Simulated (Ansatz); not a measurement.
## Perturbing HfO₂

Base: a COD entry whose atoms were relaxed with PBE, the cell held.

```
CELL_PARAMETERS angstrom
5.11800 0.00000 0.00000
0.00000 5.18570 0.00000
-0.85866 0.00000 5.21387
ATOMIC_POSITIONS crystal
Hf 0.27670 0.04188 0.20813
Hf 0.72330 0.54188 0.29187
Hf 0.72330 0.95812 0.79187
Hf 0.27670 0.45812 0.70813
O 0.44655 0.75838 0.48027
O 0.55345 0.25838 0.01973
O 0.55345 0.24162 0.51973
O 0.44655 0.74162 0.98027
O 0.07264 0.33925 0.33894
O 0.92736 0.83925 0.16106
O 0.92736 0.66075 0.66106
O 0.07264 0.16075 0.83894
```

Sites (sets of like atoms) are named by element and the number of their first atom in this list.

All values are calculated (Ansatz; DFT, PBE, plane waves and PAW, scalar-relativistic, 420 eV cutoff, Γ-centred 6×6×6 k-points, Fermi–Dirac smearing 0.02 eV), not measured.

Gradients in 10²¹ V/m²:

```json
{"site": "Hf", "atoms": "1, 2, 3, 4", "V_zz base": "12.69", "η base": "0.16", "V_zz variant": "10.55", "η variant": "0.23"}
{"site": "O5", "atoms": "5, 6, 7, 8", "V_zz base": "1.07", "η base": "1.00", "V_zz variant": "1.13", "η variant": "0.52"}
{"site": "O9", "atoms": "9, 10, 11, 12", "V_zz base": "-1.32", "η base": "0.88", "V_zz variant": "-1.26", "η variant": "0.99"}
```

Q: Which change was made?
A. z compressed by 1 %, ions relaxed
B. z stretched by 2 %, ions relaxed
C. volume scaled by 1.06, ions relaxed
D. volume scaled by 0.98, ions relaxed

A: B. The largest change of V_zz is on Hf, from 12.69 to 10.55. In per cent, |V_zz| changes by -17 on Hf, -5 to +6 on O (all sites that start above 0.5). Where |V_zz| stays above 0.1, η moves most on O5, from 1.00 to 0.52.

Without spin–orbit coupling the gradients at and beside Hf can be off by some per cent, at some sites by more.
For the base: At this cell the principal stresses reach 5 GPa in size with PBE, which can matter for small gradients.
